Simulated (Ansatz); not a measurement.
RuSi (P2_13) from a database structure, relaxed with r2SCAN in Ansatz: it is cubic, P2_13 (No. 198); a = 4.705 Å in the conventional setting, 13.02 Å³ an atom. Si has 7 Ru at 2.38–2.70 Å; Ru has 7 Si at 2.38–2.70 Å. The primitive cell holds 8 atoms in 104.14 Å³. The values are computed, non-magnetic, and not measurements.

Computed values: HSE06 (4×4×4) gives a least gap of 0.75 eV and a least direct gap of 0.95 eV. r2SCAN's ε∞ is 34.56.

What is the density?
The cell holds 4 Si, 4 Ru: M = 4×28.085 + 4×101.070 = 516.62 u in V = 104.14 Å³. ρ = 1.66054 × M/V = 1.66054 × 516.62/104.14 = 8.238 g/cm³, for the static r2SCAN lattice.

At what wavelength does absorption set in by HSE06, excitons left aside?
λ = 1239.84 eV nm/E: 1653 nm for the least gap, where it needs phonons and is weak, and 1305 nm for direct transitions. That lies in the infrared.

What refractive index and reflectivity at normal incidence follow, below the gap and above the phonons?
n = √34.56 = 5.879; R = ((n − 1)/(n + 1))² = (4.879/6.879)² = 50.3 % a face.

The meshes of the hybrids are coarse, so their gaps aren't converged to the digits shown.
